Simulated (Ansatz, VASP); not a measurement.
# Two plane-wave programs on Sb

```
CELL_PARAMETERS angstrom
3.16000 0.00000 0.00000
0.00000 3.16000 0.00000
0.00000 0.00000 3.23900
ATOMIC_POSITIONS crystal
Sb 0.00000 0.00000 0.00000
```

Change from the starting cell: strain +0.000 along x and y, +0.025 along z, atoms carried along.

Alike in both runs: task single point; functional PBEsol; k mesh 16 × 16 × 16; occupations gaussian, width 0.15 eV; no spin polarisation.

|  | VASP | Ansatz |
| --- | --- | --- |
| version | VASP 6.6.1 | Ansatz 0.2.0 |
| potentials or method | VASP PAW PBE potentials, release 64 (Sb) | scalar-relativistic, plane waves, PAW |
| plane-wave cutoff (eV) | 520 | 420 |
| valence electrons in the cell | 5 | 15 |

Ansatz gave:

* gap on the k mesh at the Fermi level (eV): none
* pressure (GPa): -5.7
* largest component of the traceless stress (GPa): 1.21

Estimate VASP's values.

gap on the k mesh at the Fermi level (eV): none; pressure (GPa): -5.7; largest component of the traceless stress (GPa): 1.23.

A gap of «none» marks a metal or a gap that the smearing closes. The two sets of potentials don't hold the same shells in valence.

Caveats: the PAW data sets were made with another functional, which shifts forces and pressure a little (VASP). The runs have no spin-orbit coupling, so splittings on Sb are missing.
